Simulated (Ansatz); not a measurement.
`O=C(O)C(=O)O` → 2 `O=[C]O`• at 298.15 K and 1 bar (homolysis of the C–C bond).

Calculated with Ansatz (gas phase, PBE0-D4/def2-TZVP geometries, no zero-point term in ΔE). CCSD(T)/CBS is the MP2 limit (def2-TZVPP, def2-QZVPP) plus CCSD(T) − MP2 in def2-TZVPP, frozen cores. This one scheme is used for every species. No spin–orbit coupling; open shells (•) take unrestricted orbitals. Each species was taken in one conformer, which may not be the lowest.

```csv
species,CCSD(T)/CBS energy (Eh),H − E (kJ/mol),S (J/(mol·K))
`O=C(O)C(=O)O`,-378.00712,147.3,319.6
`O=[C]O`•,-188.93150,65.7,251.4
```

H − E and S are ideal-gas, rigid-rotor, harmonic terms from PBE0-D4/def2-TZVP, for one conformer and one mirror image of each species, with the whole ground term of open shells counted as degenerate. 1 Eh = 2625.50 kJ/mol, R = 8.31446 J/(mol·K).

Task: By hand: ΔE, ΔH, ΔS and ΔG.

Result: ΔE = 2 × (-188.93150) − (-378.00712) = 0.14412 Eh = 378.4 kJ/mol. Δ(H − E) = 2 × 65.7 − 147.3 = -15.9, so ΔH = 362.5 kJ/mol. ΔS = 2 × 251.4 − 319.6 = 183.2 J/(mol·K). ΔG = 362.5 − 298.15 × (183.2)/1000 = 307.9 kJ/mol.

Task: By hand: the equilibrium constant, and the temperature at which ΔG would vanish if ΔH and ΔS stayed fixed.

Result: log₁₀ K = −ΔG/(RT ln 10) = -53.9. ΔG = 0 at ΔH/ΔS = 1979 K.

The number of gas molecules changes by +1, which sets the sign of ΔS. A doubt of 5 kJ/mol in ΔE shifts log₁₀ K by 0.9 here. Other conformers and mirror images would add mixing entropy, several J/(mol·K) or more a flexible species. Modes under 60 cm⁻¹, often nearly free rotors, make the harmonic entropy too high. These are equilibria of isolated gas molecules and say nothing of rates. Largest T1 diagnostic: 0.022 (customary marks: 0.02 for closed shells, 0.045 for open ones).
